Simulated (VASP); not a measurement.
# Settings for Al₂Au: vacuum levels of a slab or layer

Al₂Au, slab, 6 atoms in the cell. PBEsol; PAW potentials Au, Al (PBE set). VASP 6.6.1.

Wanted: face levels within 0.04 eV; energy within 2 meV/atom; forces within 0.02 eV/Å.

Crystal: Al2Au, Fm-3m; Face: (1 1 1); Atomic planes: 6; Dipole correction: yes.

Face levels: vacuum level at each face, counted from the Fermi level.

POSCAR of the starting run:
```
Al2Au
1.0
    4.2408137888      0.0000000000      0.0000000000
   -2.1204068944      3.6726524738      0.0000000000
    0.0000000000      0.0000000000     21.0595674270
Au Al
2 4
Direct
    0.5833333333      0.2916666667      0.4794475245
    0.2500000000      0.6250000000      0.6438673289
    0.5833333333      0.2916666667      0.3561326711
    0.9166666667      0.9583333333      0.4383425733
    0.2500000000      0.6250000000      0.5205524755
    0.5833333334      0.2916666667      0.6027623778
```

The series start from vacuum (Å): 15; correction: LDIPOL, IDIPOL 3, DIPOL, AMIN 0.01; k spacing (1/Å): 0.3; Cutoff ENCUT (eV): 310; SCF threshold EDIFF (eV): 1e-6; PREC: Accurate; LREAL: .FALSE.; ALGO: Normal. Each series keeps the choices made before it, and each single choice may use up half of a tolerance.

## Vacuum (Å)

| Vacuum (Å) | Face levels, largest deviation (eV) | Energy less reference (meV/atom) | Forces, largest deviation (eV/Å) | SCF iterations | Time (s) |
|---|---|---|---|---|---|
| 6 | 0.212 | 9.4 | 0.066 | 17 | 8.6 |
| 8 | 0.035 | 1.2 | 0.005 | 16 | 9.0 |
| 10 | 0.008 | 0.3 | 0.000 | 21 | 13 |
| 12 | 0.002 | 0.2 | 0.000 | 22 | 15 |
| 15 | 0.002 | 0.1 | 0.000 | 24 | 23 |
| 20 | 0.000 | 0.1 | 0.000 | 30 | 28 |
| 25 (reference) | 0.000 | 0.0 | 0.000 | 32 | 37 |

Chosen: 10, the loosest value from which every tighter one stays within half of the tolerance.

## Correction

| Correction | Face levels, largest deviation (eV) | Energy less reference (meV/atom) | Forces, largest deviation (eV/Å) | SCF iterations | Time (s) |
|---|---|---|---|---|---|
| LDIPOL, IDIPOL 3, DIPOL, AMIN 0.01 | 0.000 | 0.0 | 0.000 | 21 | 13 |
| LDIPOL, default AMIN | 0.001 | 0.0 | 0.000 | 22 | 17 |
| LDIPOL, no DIPOL | no result | no result | no result | 150 | 97 |
| IDIPOL 3 alone (energy only) | 0.042 | 0.0 | 0.001 | 21 | 14 |
| kernel truncation, coarsened | 0.008 | -0.3 | 0.000 | 22 | 20 |
| kernel truncation, full padding | 0.007 | -0.2 | 0.000 | 22 | 22 |

Chosen: LDIPOL, IDIPOL 3, DIPOL, AMIN 0.01; no other choice that stays within half of the tolerance saves 30 % of the time.

## k spacing (1/Å)

| k spacing (1/Å) | Face levels, largest deviation (eV) | Energy less reference (meV/atom) | Forces, largest deviation (eV/Å) | SCF iterations | Time (s) |
|---|---|---|---|---|---|
| 0.6 | 0.152 | 24.7 | 0.463 | 20 | 6.8 |
| 0.45 | 0.151 | 22.2 | 0.471 | 21 | 12 |
| 0.3 | 0.086 | 10.8 | 0.179 | 21 | 13 |
| 0.22 | 0.075 | -2.7 | 0.199 | 20 | 15 |
| 0.16 (reference) | 0.000 | 0.0 | 0.000 | 20 | 20 |

Chosen: 0.16; the next looser run is off by more than half of the tolerance, so convergence isn't shown beyond this value.

## Cutoff ENCUT (eV)

| Cutoff ENCUT (eV) | Face levels, largest deviation (eV) | Energy less reference (meV/atom) | Forces, largest deviation (eV/Å) | SCF iterations | Time (s) |
|---|---|---|---|---|---|
| 190 | 0.009 | 41.2 | 0.009 | 19 | 12 |
| 240 | 0.002 | 0.2 | 0.013 | 20 | 15 |
| 280 | 0.002 | -3.0 | 0.006 | 20 | 18 |
| 310 | 0.001 | -1.9 | 0.004 | 20 | 20 |
| 360 | 0.000 | 0.1 | 0.000 | 20 | 28 |
| 430 (reference) | 0.000 | 0.0 | 0.000 | 20 | 37 |

Chosen: 360.

## SCF threshold EDIFF (eV)

| SCF threshold EDIFF (eV) | Face levels, largest deviation (eV) | Energy less reference (meV/atom) | Forces, largest deviation (eV/Å) | SCF iterations | Time (s) |
|---|---|---|---|---|---|
| 0.001 | 0.331 | 0.3 | 0.009 | 11 | 20 |
| 0.0001 | 0.175 | 0.3 | 0.008 | 12 | 18 |
| 1e-5 | 0.001 | 0.0 | 0.000 | 18 | 25 |
| 1e-6 | 0.000 | 0.0 | 0.000 | 20 | 28 |
| 1e-7 (reference) | 0.000 | 0.0 | 0.000 | 20 | 29 |

Chosen: 1e-5.

## PREC

| PREC | Face levels, largest deviation (eV) | Energy less reference (meV/atom) | Forces, largest deviation (eV/Å) | SCF iterations | Time (s) |
|---|---|---|---|---|---|
| Accurate | 0.000 | 0.0 | 0.000 | 18 | 25 |
| Normal | 0.001 | 0.0 | 0.001 | 18 | 13 |

Chosen: Normal, the fastest of those that stay within half of the tolerance.

## LREAL

| LREAL | Face levels, largest deviation (eV) | Energy less reference (meV/atom) | Forces, largest deviation (eV/Å) | SCF iterations | Time (s) |
|---|---|---|---|---|---|
| .FALSE. | 0.000 | 0.0 | 0.000 | 18 | 13 |
| Auto | 0.000 | -0.5 | 0.002 | 18 | 14 |

Chosen: .FALSE..

## ALGO

| ALGO | Face levels, largest deviation (eV) | Energy less reference (meV/atom) | Forces, largest deviation (eV/Å) | SCF iterations | Time (s) |
|---|---|---|---|---|---|
| Normal | 0.000 | 0.0 | 0.000 | 18 | 13 |
| Fast | 0.000 | 0.0 | 0.001 | 19 | 14 |
| All | 0.005 | 0.0 | 0.004 | 23 | 20 |

Chosen: Normal.

## All choices together

| Input | Face levels, largest deviation (eV) | Energy less reference (meV/atom) | Forces, largest deviation (eV/Å) | Time (s) |
|---|---|---|---|---|
| starting input without the dipole correction (naive) | 0.126 | 9.1 | 0.180 | 23 |
| chosen settings | 0.009 | 0.4 | 0.001 | 13 |
| reference settings throughout | 0.000 | 0.0 | 0.000 | 136 |

The chosen settings stay within the tolerance of the reference run, but the reference itself isn't shown to be converged in: k spacing (1/Å).

Values of the reference run: Face levels: 4.5, 4.595 eV.

## The input

INCAR:
```
SYSTEM = Al2Au
ALGO = Normal ; AMIN = 0.01
DIPOL = 0.5 0.5 0.5 ; EDIFF = 1E-5
ENCUT = 360 ; GGA = PS
IDIPOL = 3 ; ISMEAR = 1
KPAR = 4 ; LASPH = .TRUE.
LCHARG = .FALSE. ; LDIPOL = .TRUE.
LREAL = .FALSE. ; LVACPOTAV = .TRUE.
LVHAR = .TRUE. ; LWAVE = .FALSE.
NELM = 150 ; PREC = Normal
SIGMA = 0.1
```

KPOINTS:
```
Automatic mesh
0
Gamma
  11 11 1
  0 0 0
```

POSCAR:
```
Al2Au
1.0
    4.2408137888      0.0000000000      0.0000000000
   -2.1204068944      3.6726524738      0.0000000000
    0.0000000000      0.0000000000     16.0595674270
Au Al
2 4
Direct
    0.5833333333      0.2916666667      0.4730486985
    0.2500000000      0.6250000000      0.6886591110
    0.5833333333      0.2916666667      0.3113408890
    0.9166666667      0.9583333333      0.4191460953
    0.2500000000      0.6250000000      0.5269513015
    0.5833333334      0.2916666667      0.6347565079
```

Commands:
```
cat potpaw_PBE.64/Au/POTCAR potpaw_PBE.64/Al/POTCAR > POTCAR
mpirun -np 4 vasp_std > vasp.out
```

The chosen input took VASP 6.6.1 13 s on 4 cores (Intel Xeon Platinum 8259CL @ 2.50GHz (Skylake/Cascade Lake)), a shared host.

## An input that fails: LDIPOL without IDIPOL

It runs to its end, but against the unchanged starting input it is off by 0.452 eV in the face levels, 393.7 meV/atom in the energy, 0.309 eV/Å in the forces.

Changes against the starting input:
```
- LVACPOTAV = True
- IDIPOL = 3
```
